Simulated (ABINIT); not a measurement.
# Mo (Im-3m) in ABINIT: settings compared

The runs below take Mo through band structure, with r2SCAN, SOGGA, AM05.

All numbers are computed with ABINIT 10.8.3 (patched build); they aren't measurements. Logs are shortened: lines on timing, memory, paths and dates and some standing lists are left out, and cuts for length are marked. The log counts tension as positive stress, the text compression.

## 1. The crystal as given

It takes space group Im-3m (No. 229, cubic). The conventional cell has a = 3.168 Å, b = 3.168 Å, c = 3.168 Å, α = 90.00°, β = 90.00°, γ = 90.00°. Mo (site symmetry m-3m) has 8 Mo at 2.74 Å as nearest neighbours.

## 2. Band structure, r2SCAN

Contents of run.abi:

```
# Datasets: ground state, then fixed potential
ndtset 2

# Pseudopotentials
pp_dirpath "./"
pseudos "Mo.GGA_PBE-JTH.xml"

# Structure
acell 5.1839677754 5.1839677754 5.1839677754
rprim
    -0.5773502692     0.5773502692     0.5773502692
     0.5773502692    -0.5773502692     0.5773502692
     0.5773502692     0.5773502692    -0.5773502692
ntypat 1
znucl 42
natom 1
typat 1
xcart
     0.0000000000     0.0000000000     0.0000000000 Angstrom

# Plane-wave basis
ecut 18.0
pawecutdg 36.0

# Exchange and correlation
ixc -497498
usekden 1
pawxcdev 0

# Bands and occupations
occopt 3
tsmear 0.00183747

# SCF cycle
nstep 100

# Output
iomode 3
prtwf 0
prteig 0
prtebands 0
prtden1 1
prtkden1 1

# Dataset 1
kptopt1 1
ngkpt1 12 12 12
nshiftk1 1
shiftk1 0.0 0.0 0.0
nband1 11
tolvrs1 1.0e-7

# Dataset 2: bands along G-H-N-G-P-H
iscf2 -2
getden2 1
getkden2 1
nband2 17
nbdbuf2 4
tolwfr2 1.0e-11
kptopt2 -5
ndivsm2 5
prteig2 1
kptbounds2
     0.0000000000     0.0000000000     0.0000000000
     0.5000000000    -0.5000000000     0.5000000000
     0.0000000000     0.0000000000     0.5000000000
     0.0000000000     0.0000000000     0.0000000000
     0.2500000000     0.2500000000     0.2500000000
     0.5000000000    -0.5000000000     0.5000000000
```

Potentials or basis: JTH PAW PBE v2.0.

Command:

```
abinit run.abi > log 2>&1
```

run.abo:

```text
.Version 10.8.3 of ABINIT
 DATASET    1 : space group Im -3 m (#229); Bravais cI (body-center cubic)
================================================================================
 Values of the parameters that define the memory need for DATASET  1.
     intxc =       0    ionmov =       0      iscf =      17    lmnmax =      18
     lnmax =       6     mgfft =      20  mpssoang =       3    mqgrid =    3001
     natom =       1  nloc_mem =       2    nspden =       1   nspinor =       1
    nsppol =       1      nsym =      48    n1xccc =       1    ntypat =       1
    occopt =       3   xclevel =       2
       mpw =         402          nfft =        8000          nkpt =          72
 PAW method is used; the additional fine FFT grid is defined by:
   mgfftf=        30    nfftf =     27000
================================================================================
================================================================================

 DATASET    2 : space group Im -3 m (#229); Bravais cI (body-center cubic)
================================================================================
 Values of the parameters that define the memory need for DATASET  2.
     intxc =       0    ionmov =       0      iscf =      -2    lmnmax =      18
     lnmax =       6     mgfft =      20  mpssoang =       3    mqgrid =    3001
     natom =       1  nloc_mem =       2    nspden =       1   nspinor =       1
    nsppol =       1      nsym =      48    n1xccc =       1    ntypat =       1
    occopt =       3   xclevel =       2
       mpw =         410          nfft =        8000          nkpt =          30
 PAW method is used; the additional fine FFT grid is defined by:
   mgfftf=        30    nfftf =     27000
================================================================================
================================================================================

--------------------------------------------------------------------------------
------------- Echo of variables that govern the present computation ------------
--------------------------------------------------------------------------------
 -outvars: echo values of preprocessed input variables --------
            acell      5.1839677754E+00  5.1839677754E+00  5.1839677754E+00 Bohr
              amu      9.59400000E+01
             ecut      1.80000000E+01 Hartree
           getden1          0
           getden2          1
          getkden1          0
          getkden2          1
             iscf1         17
             iscf2         -2
                       outvar_i_n : Printing only first  50 k-points.
              ixc     -497498
           jdtset        1    2
                       outvar_i_n : Printing only first  50 k-points.
           kptopt1          1
           kptopt2         -5
         kptrlatt       12    0    0      0   12    0      0    0   12
          kptrlen1     6.22076133E+01
          kptrlen2     3.00000000E+01
            natom           1
            nband1         11
            nband2         17
           nbdbuf1          0
           nbdbuf2          4
           ndtset           2
           ndivsm1          0
           ndivsm2          5
            ngfft          20      20      20
          ngfftdg          30      30      30
             nkpt1         72
             nkpt2         30
            nstep         100
             nsym          48
           ntypat           1
                       prtocc : prtvol=0, do not print more k-points.
           occopt           3
        pawecutdg      3.60000000E+01 Hartree
         pawxcdev           0
        prtebands           0
           prteig1          0
           prteig2          1
          prtkden           1
            prtwf           0
            rprim     -5.7735026920E-01  5.7735026920E-01  5.7735026920E-01
                       5.7735026920E-01 -5.7735026920E-01  5.7735026920E-01
                       5.7735026920E-01  5.7735026920E-01 -5.7735026920E-01
           shiftk1     0.00000000E+00  0.00000000E+00  0.00000000E+00
           shiftk2     5.00000000E-01  5.00000000E-01  5.00000000E-01
          spgroup         229
           tolvrs1     1.00000000E-07
           tolvrs2     0.00000000E+00
           tolwfr1     0.00000000E+00
           tolwfr2     1.00000000E-11
           tsmear      1.83747000E-03 Hartree
            typat      1
[... 191 lines left out ...]

-Cartesian components of stress tensor (GPa)         [Pressure= -3.3125E+00 GPa]
- sigma(1 1)=  3.31253244E+00  sigma(3 2)=  0.00000000E+00
- sigma(2 2)=  3.31253244E+00  sigma(3 1)=  0.00000000E+00
- sigma(3 3)=  3.31253244E+00  sigma(2 1)=  0.00000000E+00

================================================================================
== DATASET  2 ==================================================================

--- !DatasetInfo
iteration_state: {dtset: 2, }
dimensions: {natom: 1, nkpt: 30, mband: 17, nsppol: 1, nspinor: 1, nspden: 1, mpw: 410, }
cutoff_energies: {ecut:  18.0, pawecutdg:  36.0, }
electrons: {nelect:   1.40000000E+01, charge:   0.00000000E+00, occopt:   3.00000000E+00, tsmear:   1.83747000E-03, }
meta: {optdriver: 0, ionmov: 0, optcell: 0, iscf: -2, paral_kgb: 0, }
...

 mkfilename : getden/=0, take file _DEN from output of DATASET   1.

 mkfilename : getkden/=0, take file _KDEN from output of DATASET   1.

 Real(R)+Recip(G) space primitive vectors, cartesian coordinates (Bohr,Bohr^-1):
 R(1)= -2.9929652  2.9929652  2.9929652  G(1)=  0.0000000  0.1670584  0.1670584
 R(2)=  2.9929652 -2.9929652  2.9929652  G(2)=  0.1670584  0.0000000  0.1670584
 R(3)=  2.9929652  2.9929652 -2.9929652  G(3)=  0.1670584  0.1670584  0.0000000
 Unit cell volume ucvol=  1.0724202E+02 bohr^3
 Angles (23,13,12)=  1.09471221E+02  1.09471221E+02  1.09471221E+02 degrees

 Coarse grid specifications (used for wave-functions):

 getcut: wavevector=  0.0000  0.0000  0.0000  ngfft=  20  20  20
         ecut(hartree)=     18.000   => boxcut(ratio)=   2.02511

 Fine grid specifications (used for densities):

 getcut: wavevector=  0.0000  0.0000  0.0000  ngfft=  30  30  30
         ecut(hartree)=     36.000   => boxcut(ratio)=   2.14261
--------------------------------------------------------------------------------

================================================================================
 Non-SCF case, kpt    1 (  0.00000  0.00000  0.00000), residuals and eigenvalues=
  5.28E-12  7.41E-12  4.11E-12  5.21E-12  6.20E-12  3.46E-12  6.62E-12  3.51E-12
  1.36E-12  7.92E-12  5.13E-12  9.18E-12  4.45E-12  5.63E-12  4.38E-11  9.98E-12
  6.10E-11
 -1.8336E+00 -8.2271E-01 -8.2271E-01 -8.2271E-01  2.1244E-01  4.4024E-01
  4.4024E-01  4.4024E-01  5.6058E-01  5.6058E-01  1.0677E+00  1.0677E+00
  1.0677E+00  1.4911E+00  1.4911E+00  1.6516E+00  1.6516E+00
 Non-SCF case, kpt    2 (  0.07143 -0.07143  0.07143), residuals and eigenvalues=
  3.79E-12  3.93E-12  2.43E-12  5.73E-12  6.09E-12  1.74E-12  8.80E-12  4.25E-12
  7.48E-12  5.41E-12  3.50E-12  2.05E-12  3.48E-12  9.60E-12  3.40E-11  5.19E-09
  2.15E-07
[... 185 lines left out ...]
 Non-SCF case, kpt   29 (  0.45833 -0.37500  0.45833), residuals and eigenvalues=
  2.62E-12  5.78E-12  6.15E-12  6.62E-12  4.28E-12  4.58E-12  8.44E-12  4.87E-12
  6.58E-12  5.59E-12  4.86E-12  3.82E-12  1.75E-12  1.58E-12  6.38E-12  9.45E-12
  9.00E-07
 -1.8173E+00 -8.5921E-01 -8.5921E-01 -8.5427E-01  3.0171E-01  3.0171E-01
  5.7168E-01  6.2558E-01  6.2558E-01  8.5458E-01  8.5458E-01  8.6965E-01
  1.2559E+00  1.2559E+00  1.2914E+00  1.4344E+00  1.8183E+00
 Non-SCF case, kpt   30 (  0.50000 -0.50000  0.50000), residuals and eigenvalues=
  7.99E-12  4.48E-12  9.77E-12  4.00E-12  2.76E-12  2.01E-12  8.05E-12  5.26E-12
  1.66E-12  6.94E-12  6.40E-12  2.49E-12  2.39E-12  1.11E-12  1.72E-12  1.09E-10
  2.03E-06
 -1.8166E+00 -8.5873E-01 -8.5873E-01 -8.5873E-01  2.8977E-01  2.8977E-01
  6.3989E-01  6.3989E-01  6.3989E-01  8.3673E-01  8.3673E-01  8.3673E-01
  1.2443E+00  1.2686E+00  1.2686E+00  1.4116E+00  1.9298E+00

Result for kinetic energy density :

--------------------------------------------------------------------------------
 Total kinetic energy density [Ha/Bohr^3]
)     Maximum=    5.4412E-01  at reduced coord.    0.0000    0.0000    0.0000
)     Minimum=    1.2292E-02  at reduced coord.    0.7333    0.5000    0.2333
   Integrated=    9.6206E+00
--------------------------------------------------------------------------------

--- !ResultsGS
iteration_state: {dtset: 2, }
comment   : Summary of ground state results
lattice_vectors:
- [ -2.9929652,   2.9929652,   2.9929652, ]
- [  2.9929652,  -2.9929652,   2.9929652, ]
- [  2.9929652,   2.9929652,  -2.9929652, ]
lattice_lengths: [   5.18397,    5.18397,    5.18397, ]
lattice_angles: [109.471, 109.471, 109.471, ] # degrees, (23, 13, 12)
lattice_volume:   1.0724202E+02
convergence: {deltae:  0.000E+00, res2:  0.000E+00, residm:  9.771E-12, diffor:  0.000E+00, }
etotal    :  -5.44882864E+01
entropy   :   0.00000000E+00
fermie    :   4.91126494E-01
cartesian_stress_tensor: null
pressure_GPa: null
xred      :
- [  0.0000E+00,   0.0000E+00,   0.0000E+00, Mo]
cartesian_forces: null
force_length_stats: {min: null, max: null, mean: null, }
...

 Integrated electronic density in atomic spheres:
 ------------------------------------------------
 Atom  Sphere_radius  Integrated_density
    1        2.20740         11.24575728

================================================================================

 ----iterations are completed or convergence reached----

 Mean square residual over all n,k,spin=   41.568E-13; max=  97.713E-13
 reduced coordinates (array xred) for    1 atoms
       0.000000000000      0.000000000000      0.000000000000

 cartesian coordinates (angstrom) at end:
    1      0.00000000000000     0.00000000000000     0.00000000000000
 length scales=  5.183967775400  5.183967775400  5.183967775400 bohr
              =  2.743237606936  2.743237606936  2.743237606936 angstroms
 Eigenvalues (hartree) for nkpt=  30  k points:
 kpt#   1, nband= 17, wtk=  1.00000, kpt=  0.0000  0.0000  0.0000 (reduced coord)
  -1.83356   -0.82271   -0.82271   -0.82271    0.21244    0.44024    0.44024    0.44024
   0.56058    0.56058    1.06767    1.06767    1.06767    1.49106    1.49106    1.65158
   1.65158
 kpt#   2, nband= 17, wtk=  1.00000, kpt=  0.0714 -0.0714  0.0714 (reduced coord)
  -1.83260   -0.82649   -0.82442   -0.82442    0.22935    0.43929    0.43929    0.44769
   0.53860    0.56827    1.08425    1.09590    1.09590    1.36285    1.52412    1.61955
   1.61955
 kpt#   3, nband= 17, wtk=  1.00000, kpt=  0.1429 -0.1429  0.1429 (reduced coord)
  -1.82998   -0.83585   -0.82926   -0.82926    0.27421    0.44101    0.44101    0.46946
   0.48598    0.58799    1.12184    1.16910    1.16910    1.20030    1.52601    1.52601
   1.62093
 kpt#   4, nband= 17, wtk=  1.00000, kpt=  0.2143 -0.2143  0.2143 (reduced coord)
  -1.82635   -0.84638   -0.83637   -0.83637    0.32786    0.42469    0.45424    0.45424
   0.50362    0.61152    1.09746    1.16394    1.22478    1.22478    1.45600    1.45600
   1.66375
 kpt#   5, nband= 17, wtk=  1.00000, kpt=  0.2857 -0.2857  0.2857 (reduced coord)
[... 89 lines left out ...]
   0.57772    0.88905    0.89381    0.89381    1.25000    1.25000    1.30457    1.64434
   1.69089
 kpt#  28, nband= 17, wtk=  1.00000, kpt=  0.4167 -0.2500  0.4167 (reduced coord)
  -1.81906   -0.86017   -0.86017   -0.84341    0.33405    0.33405    0.46421    0.59819
   0.59819    0.88489    0.88489    0.89141    1.23664    1.23664    1.37017    1.51322
   1.67835
 kpt#  29, nband= 17, wtk=  1.00000, kpt=  0.4583 -0.3750  0.4583 (reduced coord)
  -1.81733   -0.85921   -0.85921   -0.85427    0.30171    0.30171    0.57168    0.62558
   0.62558    0.85458    0.85458    0.86965    1.25595    1.25595    1.29135    1.43436
   1.81831
 kpt#  30, nband= 17, wtk=  1.00000, kpt=  0.5000 -0.5000  0.5000 (reduced coord)
  -1.81664   -0.85873   -0.85873   -0.85873    0.28977    0.28977    0.63989    0.63989
   0.63989    0.83673    0.83673    0.83673    1.24426    1.26862    1.26862    1.41155
   1.92982

== END DATASET(S) ==============================================================
================================================================================

 -outvars: echo values of variables after computation  --------
            acell      5.1839677754E+00  5.1839677754E+00  5.1839677754E+00 Bohr
           etotal1    -5.4488286423E+01
            fcart1    -0.0000000000E+00 -0.0000000000E+00 -0.0000000000E+00
            rprim     -5.7735026920E-01  5.7735026920E-01  5.7735026920E-01
                       5.7735026920E-01 -5.7735026920E-01  5.7735026920E-01
                       5.7735026920E-01  5.7735026920E-01 -5.7735026920E-01
           strten1     1.1259068907E-04  1.1259068907E-04  1.1259068907E-04
                       0.0000000000E+00  0.0000000000E+00  0.0000000000E+00
 Calculation completed.
```

Wall time 29 s (1 thread of Intel Xeon at 2.70GHz, shared host); peak memory 0.11 GiB.

What came out:

* Free energy: -1482.7018 eV
* Pressure: -3.3 GPa
* Band gap on the k mesh: none (metal or under the smearing width)
* Valence electrons inside the program's atomic spheres: Mo 11.25 (radii [1.1681] Å)

Levels at the corners of the path, in eV from the Fermi level:
| point | band 3 | band 4 | band 5 | band 6 | band 7 | band 8 | band 9 | band 10 | band 11 | band 12 |
| --- | --- | --- | --- | --- | --- | --- | --- | --- | --- | --- |
| Γ | -35.75 | -35.75 | -7.58 | -1.38 | -1.38 | -1.38 | 1.89 | 1.89 | 15.69 | 15.69 |
| H | -36.73 | -36.73 | -5.48 | -5.48 | 4.05 | 4.05 | 4.05 | 9.40 | 9.40 | 9.40 |
| N | -36.20 | -35.76 | -5.46 | -3.49 | 1.53 | 1.86 | 2.54 | 4.82 | 11.99 | 12.62 |
| Γ | -35.75 | -35.75 | -7.58 | -1.38 | -1.38 | -1.38 | 1.89 | 1.89 | 15.69 | 15.69 |
| P | -36.47 | -36.47 | -2.76 | -2.76 | -2.76 | 2.67 | 2.67 | 10.14 | 11.90 | 11.90 |
| H | -36.73 | -36.73 | -5.48 | -5.48 | 4.05 | 4.05 | 4.05 | 9.40 | 9.40 | 9.40 |

Caveat: totals of a meta-GGA on PAW files have another zero than those of a GGA; the PAW data sets were made with another functional, which shifts forces and pressure a little.

## 3. Band structure, SOGGA

Edit run.abi of step 2 so:

```diff
@@ -8,3 +8,3 @@
 # Structure
-acell 5.1839677754 5.1839677754 5.1839677754
+acell 2.7432376088 2.7432376088 2.7432376088 Angstrom
 rprim
@@ -18,12 +18,10 @@
 xcart
-     0.0000000000     0.0000000000     0.0000000000 Angstrom
+     0.0000000000     0.0000000000     0.0000000000
 
 # Plane-wave basis
-ecut 18.0
-pawecutdg 36.0
+ecut 408.170794 eV
+pawecutdg 30.0
 
 # Exchange and correlation
-ixc -497498
-usekden 1
-pawxcdev 0
+ixc -150130
 
@@ -31,3 +29,3 @@
 occopt 3
-tsmear 0.00183747
+tsmear 0.05 eV
 
@@ -42,3 +40,5 @@
 prtden1 1
-prtkden1 1
+prtvha1 1
+prtvclmb1 1
+prtpot1 1
 
@@ -50,3 +50,3 @@
 nband1 11
-tolvrs1 1.0e-7
+tolvrs1 1.0e-9
 
@@ -55,3 +55,2 @@
 getden2 1
-getkden2 1
 nband2 17
@@ -60,3 +59,3 @@
 kptopt2 -5
-ndivsm2 5
+ndivsm2 8
 prteig2 1
```

Potentials or basis: JTH PAW PBE v2.0.

Command:

```
abinit run.abi > log 2>&1
```

Run time: 12 s. Hardware: 1 thread of Intel Xeon at 2.70GHz, shared host; peak memory 0.11 GiB.

Results (log left out):

| Property | Result |
| --- | --- |
| Free energy | -1871.8172 eV |
| Pressure | -11.1 GPa |
| Band gap on the k mesh | none (metal or under the smearing width) |
| Valence electrons inside the program's atomic spheres | Mo 11.27 (radii [1.1681] Å) |

Levels at the corners of the path, in eV from the Fermi level:
| point | band 5 | band 6 | band 7 | band 8 | band 9 | band 10 |
| --- | --- | --- | --- | --- | --- | --- |
| Γ | -7.23 | -1.26 | -1.26 | -1.26 | 1.68 | 1.68 |
| H | -5.30 | -5.30 | 4.01 | 4.01 | 4.01 | 8.92 |
| N | -5.21 | -3.26 | 1.50 | 1.72 | 2.34 | 4.76 |
| Γ | -7.23 | -1.26 | -1.26 | -1.26 | 1.68 | 1.68 |
| P | -2.55 | -2.55 | -2.55 | 2.46 | 2.46 | 9.40 |
| H | -5.30 | -5.30 | 4.01 | 4.01 | 4.01 | 8.92 |

Caveat: the PAW data sets were made with another functional, which shifts forces and pressure a little.

## 4. Band structure, AM05, spin-orbit coupling, no magnetisation

Edit run.abi of step 3 so:

```diff
@@ -8,3 +8,3 @@
 # Structure
-acell 2.7432376088 2.7432376088 2.7432376088 Angstrom
+acell 5.1839677754 5.1839677754 5.1839677754
 rprim
@@ -17,3 +17,3 @@
 typat 1
-xcart
+xred
      0.0000000000     0.0000000000     0.0000000000
@@ -21,3 +21,3 @@
 # Plane-wave basis
-ecut 408.170794 eV
+ecut 15.0
 pawecutdg 30.0
@@ -25,3 +25,3 @@
 # Exchange and correlation
-ixc -150130
+ixc -120135
 
@@ -29,3 +29,8 @@
 occopt 3
-tsmear 0.05 eV
+tsmear 0.00183747
+
+# Spin
+nspinor 2
+nspden 1
+pawspnorb 1
 
@@ -39,9 +44,7 @@
 prtebands 0
+enunit 1
 prtden1 1
-prtvha1 1
-prtvclmb1 1
-prtpot1 1
 
 # Dataset 1
-kptopt1 1
+kptopt1 4
 ngkpt1 12 12 12
@@ -49,3 +52,3 @@
 shiftk1 0.0 0.0 0.0
-nband1 11
+nband1 22
 tolvrs1 1.0e-9
@@ -55,8 +58,9 @@
 getden2 1
-nband2 17
-nbdbuf2 4
+nband2 34
+nbdbuf2 8
 tolwfr2 1.0e-11
 kptopt2 -5
-ndivsm2 8
+ndivsm2 6
 prteig2 1
+prtvol2 -3
 kptbounds2
```

Command:

```
abinit run.abi > log 2>&1
```

It took 38 s on 1 thread of Intel Xeon at 2.70GHz, shared host; peak memory 0.11 GiB.

Results (log left out):

| Item | Value |
| --- | --- |
| Free energy | -1872.7053 eV |
| Pressure | -10.3 GPa |
| Band gap on the k mesh | none (metal or under the smearing width) |
| Valence electrons inside the program's atomic spheres | Mo 11.28 (radii [1.1681] Å) |

Levels at the corners of the path, in eV from the Fermi level:
| point | band 12 | band 13 | band 14 | band 15 | band 16 | band 17 |
| --- | --- | --- | --- | --- | --- | --- |
| Γ | -1.31 | -1.31 | -1.31 | -1.18 | -1.18 | 1.67 |
| H | -5.29 | 3.91 | 3.91 | 3.91 | 3.91 | 4.12 |
| N | -3.27 | 1.54 | 1.54 | 1.70 | 1.70 | 2.32 |
| Γ | -1.31 | -1.31 | -1.31 | -1.18 | -1.18 | 1.67 |
| P | -2.49 | -2.49 | -2.49 | 2.44 | 2.44 | 2.44 |
| H | -5.29 | 3.91 | 3.91 | 3.91 | 3.91 | 4.12 |

Caveat: the PAW data sets were made with another functional, which shifts forces and pressure a little.

## 5. Summary

```csv
level,spin,cutoff (eV),fine-grid cutoff,gap on the mesh (eV),pressure (GPa)
r2SCAN,off,490,979.61 eV,none,-3.3
SOGGA,off,408,816.342 eV,none,-11.1
AM05,"SOC, no magnetisation",408,816.342 eV,none,-10.3
```

Alike in all rows: task band structure; potentials or basis JTH PAW PBE v2.0; cell as given; k mesh 12 × 12 × 12; smearing fermi-dirac 0.05 eV.

The pressure there spans -11.1 GPa (SOGGA) to -3.3 GPa (r2SCAN); a positive pressure means that this level wants a larger cell, a negative one a smaller.

Caveats: the PAW data sets were made with another functional, which shifts forces and pressure a little; totals of a meta-GGA on PAW files have another zero than those of a GGA (some runs).

Total energies depend on the potentials used, so only differences within one code and one set of settings carry meaning.
